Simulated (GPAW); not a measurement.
The system is MoSe2.

```
Mo Se
1.0
     3.28800    0.00000    0.00000
    -1.64400    2.84749    0.00000
     0.00000    0.00000   12.90000
Mo Se
2 4
Direct
  0.66667 0.33333 0.75000
  0.33333 0.66667 0.25000
  0.66667 0.33333 0.37500
  0.33333 0.66667 0.87500
  0.66667 0.33333 0.12500
  0.33333 0.66667 0.62500
```

Base run:

| Quantity | Value |
| --- | --- |
| Program | GPAW 26.7.0 |
| Functional | PBEint |
| Potentials or basis | PAW data sets generated in the run's folder for this functional |
| Cutoff | 600 eV |
| Basis | pw |
| k mesh | 6 × 6 × 2 |
| Occupations | fermi-dirac, width 0.05 eV |
| Spin | spin-orbit coupling, no magnetisation |

Its results: band gap on the k mesh 0.84 eV, indirect (least direct gap 1.30 eV); pressure 4.2 GPa; largest force 0.849 eV/Å.

Question: The run is repeated on the same cell with these changes: functional from PBEint to WC; spin axis theta (degrees) from 90 to 0. What comes out?

Answer: Band gap on the k mesh 0.83 eV, indirect (least direct gap 1.30 eV); pressure 3.7 GPa; largest force 0.868 eV/Å.

Caveats: spin-orbit coupling was added after a scalar SCF, so levels and gaps hold it while energy, forces, pressure and moments don't; this program's spin-orbit splittings come out too wide for heavy elements; the cell's inner coordinates are idealised or old, which leaves forces on the atoms; this functional lacks dispersion, which binds the layers, so the pressure and a relaxed spacing across them are unreliable (some runs).
